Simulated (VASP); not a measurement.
A run of VASP 6.6.1:

Contents of INCAR:

```
PREC = Accurate
ENCUT = 520
EDIFF = 1E-6
ISMEAR = 0
SIGMA = 0.1
LREAL = False
LASPH = True
NELM = 80
ALGO = Fast
ISIF = 2
LWAVE = False
LCHARG = False
MAGMOM = 0 0 0 0 0 0 0 0 0 0 0 0 0 0 0
LORBIT = 11
LSORBIT = True
GGA_COMPAT = False
LMAXMIX = 4
GGA = PE
NBANDS = 55
KPAR = 8
```

Contents of KPOINTS:

```
Automatic mesh
0
Gamma
  8 8 10
```

File POSCAR:

```
W2C3
1.0
    2.8520700000     -3.1343100000      0.0000000000
    2.8520700000      3.1343100000      0.0000000000
    0.0000000000      0.0000000000      2.9963100000
W C
2 3
Direct
    0.5000000000      0.0000000000      0.5000000000
    0.0000000000      0.5000000000      0.5000000000
    0.6140920000      0.3859080000      0.0000000000
    0.3859080000      0.6140920000      0.0000000000
    0.0000000000      0.0000000000      0.5000000000
```

Contents of KPOINTS_OPT:

```
path GXSRAZGYX1A1TY,ZT
20
line-mode
reciprocal
 0.0000000000  0.0000000000  0.0000000000  G
 0.4570029206  0.4570029206  0.0000000000  X

 0.4570029206  0.4570029206  0.0000000000  X
 0.0000000000  0.5000000000  0.0000000000  S

 0.0000000000  0.5000000000  0.0000000000  S
 0.0000000000  0.5000000000  0.5000000000  R

 0.0000000000  0.5000000000  0.5000000000  R
 0.4570029206  0.4570029206  0.5000000000  A

 0.4570029206  0.4570029206  0.5000000000  A
 0.0000000000  0.0000000000  0.5000000000  Z

 0.0000000000  0.0000000000  0.5000000000  Z
 0.0000000000  0.0000000000  0.0000000000  G

 0.0000000000  0.0000000000  0.0000000000  G
-0.5000000000  0.5000000000  0.0000000000  Y

-0.5000000000  0.5000000000  0.0000000000  Y
-0.4570029206  0.5429970794  0.0000000000  X1

-0.4570029206  0.5429970794  0.0000000000  X1
-0.4570029206  0.5429970794  0.5000000000  A1

-0.4570029206  0.5429970794  0.5000000000  A1
-0.5000000000  0.5000000000  0.5000000000  T

-0.5000000000  0.5000000000  0.5000000000  T
-0.5000000000  0.5000000000  0.0000000000  Y

 0.0000000000  0.0000000000  0.5000000000  Z
-0.5000000000  0.5000000000  0.5000000000  T
```

Potentials or basis: VASP PAW PBE potentials, release 64 (W_sv, C).

The run is started by

```sh
$ cat potpaw_PBE.64/W_sv/POTCAR potpaw_PBE.64/C/POTCAR > POTCAR
$ mpirun -np 8 vasp_ncl > vasp.out
```

Hardware: 8 MPI ranks on Intel(R) Xeon(R) Platinum 8559C (Emerald Rapids) (shared host).

**Question.** Estimate the wall time of this run.

**Answer.** Run time: 4.1 min on 8 MPI ranks on Intel(R) Xeon(R) Platinum 8559C (Emerald Rapids) (shared host), peak memory 0.96 GiB a rank. Counts: scf iterations 35, k points 126.
